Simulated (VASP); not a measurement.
Crystal: In.

```
CELL_PARAMETERS angstrom
-1.88253 1.88253 1.88253
1.88253 -1.88253 1.88253
1.88253 1.88253 -1.88253
ATOMIC_POSITIONS crystal
In 0.00000 0.00000 0.00000
```

This isn't the form of In at room conditions, which is tetragonal.

| Property | Result |
| --- | --- |
| Program | VASP 6.6.1 |
| Task | relaxation of cell and atoms |
| Functional | RPBE |
| Potentials or basis | VASP PAW PBE potentials, release 64 (In_d) |
| Cutoff | 600 eV |
| k mesh | 10 × 10 × 10 |
| Occupations | fermi-dirac, width 0.05 eV |
| Spin | no spin polarisation |

At the start: pressure 3.1 GPa; volume 26.69 Å³/atom.

Problem. How do energy, volume and symmetry change on relaxing?

Solution. Over 3 steps the energy falls by 22.1 meV/atom and the volume is 29.14 Å³/atom (+9.2 %); space group Im-3m (No. 229, to 0.05 Å).

The path:
| step | energy change (eV) | largest force (eV/Å) | pressure (GPa) | volume (Å³) |
| --- | --- | --- | --- | --- |
| 1 | 0.0000 | 0.0000 | 3.13 | 26.69 |
| 2 | -0.0217 | 0.0000 | 0.39 | 28.75 |
| 3 | -0.0221 | 0.0000 | -0.02 | 29.14 |

Final structure:
```
In
1.0
    -1.93858    1.93858    1.93858
     1.93858   -1.93858    1.93858
     1.93858    1.93858   -1.93858
In
1
Direct
  0.00000 0.00000 0.00000
```

Caveat: the PAW data sets were made with another functional, which shifts forces and pressure a little.
